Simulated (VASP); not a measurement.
Set up this calculation in VASP 6.6.1, as the native input.

| Item | Value |
| --- | --- |
| Task | single point |
| Functional | PBEsol |
| Potentials or basis | VASP PAW PBE potentials, release 64 (Li_sv, Cl) |
| Cutoff | 520 eV |
| k mesh | 4 × 4 × 2 |
| Occupations | fermi-dirac, width 0.05 eV |
| Spin | no spin polarisation |
| Dipole correction | no |
| Further INCAR settings | ALGO = Fast; EDIFF = 1e-06; NBANDS = 18 |

The structure of LiCl lies in POSCAR:

```
LiCl
1.0
    3.9248800000      0.0000000000      0.0000000000
   -1.9624400000      3.3990500000      0.0000000000
    0.0000000000      0.0000000000      6.3571600000
Li Cl
2 2
Direct
    0.6666666667      0.3333333333      0.8760200000
    0.3333333333      0.6666666667      0.3760200000
    0.6666666667      0.3333333333      0.4989800000
    0.3333333333      0.6666666667      0.9989800000
```

Measurements of this composition are mostly on another form, of space group No. 225.

One way to write it, as run:

INCAR

```
SYSTEM = LiCl
PREC = Accurate ; ENCUT = 520
EDIFF = 1E-6 ; ISMEAR = -1
SIGMA = 0.05 ; LREAL = .False.
LASPH = .True. ; NELM = 100
ALGO = Fast ; ISIF = 2
LWAVE = .False. ; LCHARG = .False.
GGA = PS ; NBANDS = 18
```

KPOINTS

```
Automatic mesh
0
Gamma
  4 4 2
  0 0 0
```

Potentials or basis: VASP PAW PBE potentials, release 64 (Li_sv, Cl).

The run is started by

```sh
$ cat potpaw_PBE.64/Li_sv/POTCAR potpaw_PBE.64/Cl/POTCAR > POTCAR
$ mpirun -np 1 vasp_std > vasp.out
```

Results of the run:

```yaml
Largest_force: 0.018 eV/Å
Band_gap_on_the_k_mesh: 5.74 eV, direct
```

Caveat: the k mesh is coarse (spacing up to 0.49 Å⁻¹), so the values aren't converged; the PAW data sets were made with another functional, which shifts forces and pressure a little.

Run time: 22 s on 1 thread of Intel(R) Xeon(R) Platinum 8488C (Sapphire Rapids), with other jobs on the host, peak memory 0.18 GiB.
